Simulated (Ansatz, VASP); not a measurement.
Y: VASP beside Ansatz

Contents of INCAR:

```
SYSTEM = Y
PREC = Accurate ; ENCUT = 520
EDIFF = 1E-6 ; ISMEAR = -1
SIGMA = 0.05 ; LREAL = .False.
LASPH = .True. ; NELM = 100
ALGO = Normal ; ISIF = 2
LWAVE = .False. ; LCHARG = .False.
GGA = PS ; NBANDS = 12
```

The input KPOINTS:

```
Automatic mesh
0
Gamma
  5 5 5
  0 0 0
```

Contents of POSCAR:

```
Y
1.0
    0.0000000000      2.5519910612      2.5519910612
    2.5519910612      0.0000000000      2.5519910612
    2.5519910612      2.5519910612      0.0000000000
Y
1
Direct
    0.0000000000      0.0000000000      0.0000000000
```

File input.yaml:

```yaml
crystal:
  lattice:
    - [0.0, 2.5519910612, 2.5519910612]
    - [2.5519910612, 0.0, 2.5519910612]
    - [2.5519910612, 2.5519910612, 0.0]
  atoms:
    - { symbol: "Y", position: [0.0, 0.0, 0.0] }
hamiltonian:
  xc: pbesol
  pseudopotentials: { kind: paw }
kpoints:
  mp_grid: { grid: [5, 5, 5] }
  band_path:
    path:
      - [[0.0, 0.0, 0.0], [0.5, 0.0, 0.5], [0.5, 0.25, 0.75], [0.375, 0.375, 0.75], [0.0, 0.0, 0.0], [0.5, 0.5, 0.5], [0.625, 0.25, 0.625], [0.5, 0.25, 0.75], [0.5, 0.5, 0.5], [0.375, 0.375, 0.75]]
      - [[0.625, 0.25, 0.625], [0.5, 0.0, 0.5]]
    npoints: 14
scf:
  occupations: { method: fermi_dirac, width: 0.05 }
  n_extra_bands: 6
output:
  forces: true
  stress: true
  eigenvalues: true
  fatbands: false
```

This isn't the form of Y at room conditions, which is hcp.

Alike in both runs: functional PBEsol; k mesh 5 × 5 × 5; occupations fermi-dirac, width 0.05 eV; no spin polarisation.

|  | VASP | Ansatz |
| --- | --- | --- |
| version | VASP 6.6.1 | Ansatz 0.2.0 |
| potentials or method | VASP PAW PBE potentials, release 64 (Y_sv) | Ansatz PAW |
| plane-wave cutoff (eV) | 520 | 420 |
| valence electrons in the cell | 11 | 11 |
| task | single point | band structure |

VASP gave:

* gap on the k mesh at the Fermi level (eV): none
* pressure (GPa): -2.2

Question: Estimate Ansatz's values.

Answer: gap on the k mesh at the Fermi level (eV): none; pressure (GPa): -2.1.

A gap of «none» marks a metal or a gap that the smearing closes.

Caveats: the k mesh is coarse (spacing up to 0.43 Å⁻¹), so the values aren't converged; the PAW data sets were made with another functional, which shifts forces and pressure a little (VASP); the PAW data sets come from PBE, with cores solved anew for the run's functional, which leaves a small shift of forces and pressure (Ansatz).
